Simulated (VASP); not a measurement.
## HgSe: single point with PBE+D4

The system is HgSe.

```
CELL_PARAMETERS angstrom
0.00000 3.09267 3.09267
3.09267 0.00000 3.09267
3.09267 3.09267 0.00000
ATOMIC_POSITIONS crystal
Hg 0.00000 0.00000 0.00000
Se 0.25000 0.25000 0.25000
```

The cell was built by a generator and needn't be a form met in nature.

| Quantity | Value |
| --- | --- |
| Program | VASP 6.6.1 |
| Task | single point |
| Functional | PBE |
| Dispersion | D4 |
| Potentials or basis | VASP PAW PBE potentials, release 64 (Hg, Se) |
| Cutoff | 520 eV |
| k mesh | 6 × 6 × 6 |
| Occupations | fermi-dirac, width 0.02 eV |
| Spin | no spin polarisation |
| Dipole correction | no |
| Further INCAR settings | ALGO = Fast; EDIFF = 1e-07; NBANDS = 16 |

```json
{
  "Pressure": "0.0 GPa",
  "Band gap on the k mesh": "none (metal or under the smearing width)",
  "Dispersion energy per atom": "-0.329 eV"
}
```

Levels at points of the mesh, in eV from the Fermi level:
| k point | band 7 | band 8 | band 9 | band 10 | band 11 | band 12 |
| --- | --- | --- | --- | --- | --- | --- |
| (0.00, 0.00, 0.00) | -1.02 | -0.01 | -0.01 | -0.01 | 5.54 | 5.54 |
| (0.50, 0.00, 0.00) | -5.19 | -0.89 | -0.89 | 1.09 | 6.26 | 6.26 |
| (0.50, 0.50, 0.00) | -4.87 | -2.11 | -2.11 | 2.72 | 3.10 | 8.35 |

It took 8.8 s on 1 thread of Intel(R) Xeon(R) 6975P-C (Granite Rapids), on a shared host, peak memory 0.2 GiB.

Caveat: pairwise dispersion overbinds metals, which lowers pressure and volume. Spin-orbit coupling is left out, which matters for the levels of Hg.
